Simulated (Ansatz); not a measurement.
**PbSe (Clausthalite): how the settings move a single-point run**

How sensitive is a single-point run of PbSe (Clausthalite) to its settings? A reference run comes first, then five runs with altered input.

Computed with Ansatz 0.2.0 (reference: DFT, HSE06, plane waves, PAW, unless a step's input says otherwise).

2 further runs of the same task are left out: 2 that didn't finish.

### 1 The starting structure

It takes space group Fm-3m (No. 225, cubic). The conventional cell has a = 6.139 Å, b = 6.139 Å, c = 6.139 Å, α = 90.00°, β = 90.00°, γ = 90.00°. Pb (site symmetry m-3m) is surrounded by 6 Se at 3.07 Å. Se (site symmetry m-3m) has 6 Pb at 3.07 Å as nearest neighbours.

Coordinates:

```xyz
2
Lattice="0.0000 3.0697 3.0697 3.0697 0.0000 3.0697 3.0697 3.0697 0.0000" Properties=species:S:1:pos:R:3 pbc="T T T"
Pb    0.0000    0.0000    0.0000
Se    3.0697    3.0697    3.0697
```

### 2 The reference run

Contents of input.yaml:

```yaml
crystal:
  lattice:
    - [0.0, 3.0696893648, 3.0696893648]
    - [3.0696893648, 0.0, 3.0696893648]
    - [3.0696893648, 3.0696893648, 0.0]
  atoms:
    - { symbol: Pb, position: [0.0, 0.0, 0.0] }
    - { symbol: Se, position: [0.5, 0.5, 0.5] }
kpoints:
  mp_grid: { grid: [4, 4, 4] }
hamiltonian:
  xc: hse06
scf:
  occupations: { method: fixed }
  n_extra_bands: 4
output:
  forces: true
  stress: true
  eigenvalues: true
```

On the command line:

```console
ansatz run input.yaml --threads 4 --pin off --max-ram 3686MiB --backend cpu --events-out ev --progress --plain --runs-dir out
```

### 3 Changing settings: exchange pbe, correlation pbe, coeff 0.2, omega 0.2078

Edit input.yaml of step 2 so:

```diff
@@ -11,3 +11,6 @@
 hamiltonian:
-  xc: hse06
+  xc:
+    exchange: pbe
+    correlation: pbe
+    exx: { coeff: 0.2, omega: 0.2078 }
 scf:
```

### 4 Changed: exchange pbe, correlation pbe, coeff 0.4

Edit input.yaml of step 2 so:

```diff
@@ -11,3 +11,3 @@
 hamiltonian:
-  xc: hse06
+  xc: { exchange: pbe, correlation: pbe, exx: { coeff: 0.4 } }
 scf:
```

### 5 Changing settings: xc hf

Edit input.yaml of step 2 so:

```diff
@@ -11,3 +11,3 @@
 hamiltonian:
-  xc: hse06
+  xc: hf
 scf:
```

### 6 Changed: exchange pbe, correlation pbe, coeff 0.15, omega 0.5

Edit input.yaml of step 2 so:

```diff
@@ -11,3 +11,3 @@
 hamiltonian:
-  xc: hse06
+  xc: { exchange: pbe, correlation: pbe, exx: { coeff: 0.15, omega: 0.5 } }
 scf:
```

### 7 Changing settings: occupations.method methfessel_paxton, occupations.width 0.05

Edit input.yaml of step 2 so:

```diff
@@ -13,3 +13,3 @@
 scf:
-  occupations: { method: fixed }
+  occupations: { method: methfessel_paxton, width: 0.05 }
   n_extra_bands: 4
```

**Question.** What will these runs give? Wanted: for each run, ending; energy change; pressure; gap; force.

**Answer**, as computed:

| run | ending | energy change | pressure (GPa) | gap (eV) | force (eV/Å) | cycles | time |
| --- | --- | --- | --- | --- | --- | --- | --- |
| reference | converged | 0 | 0.9 | 0.73 | 0.00 | 14 | 13 s |
| 1: exchange pbe, correlation pbe, coeff 0.2, omega 0.2078 | converged | not comparable | 1.1 | 0.64 | 0.00 | 13 | 13 s |
| 2: exchange pbe, correlation pbe, coeff 0.4 | converged | not comparable | 0.3 | 1.98 | 0.00 | 17 | 14 s |
| 3: xc hf | converged | not comparable | 7.3 | 5.13 | 0.00 | 21 | 16 s |
| 4: exchange pbe, correlation pbe, coeff 0.15, omega 0.5 | converged | not comparable | 1.5 | 0.40 | 0.00 | 12 | 13 s |
| 5: occupations.method methfessel_paxton, occupations.width 0.05 | converged | 0.0 meV/atom (σ→0) | 0.8 | 0.73 | 0.00 | 13 | 13 s |

Residual by cycle in the longest SCF loop of each run; runs are numbered as in the table. The quantity is the density residual dr2, in eV.

| cycle | reference | run 1 | run 2 | run 3 | run 4 | run 5 |
| --- | --- | --- | --- | --- | --- | --- |
| 1 | 0.0172 | 0.0116 | 0.0328 | 0.104 | 0.00419 | 0.0172 |
| 2 | 0.00357 | 0.00247 | 0.00986 | 0.112 | 8.9e-4 | 0.00351 |
| 3 | 9.3e-4 | 4.9e-4 | 0.00361 | 0.0445 | 1.0e-4 | 8.9e-4 |
| 4 | 2.9e-4 | 1.4e-4 | 7.1e-4 | 0.0114 | 2.5e-5 | 2.6e-4 |
| 5 | 1.2e-5 | 4.5e-6 | 2.9e-4 | 0.00104 | 8.4e-7 | 1.1e-5 |
| 6 | 2.5e-6 | 7.6e-7 | 2.1e-5 | 3.2e-4 | 1.5e-7 | 2.3e-6 |

What this shows: «occupations.method methfessel_paxton, occupations.width 0.05» leaves the energy as it was. The gap of the reference lacks spin-orbit coupling, though the cell holds Pb.
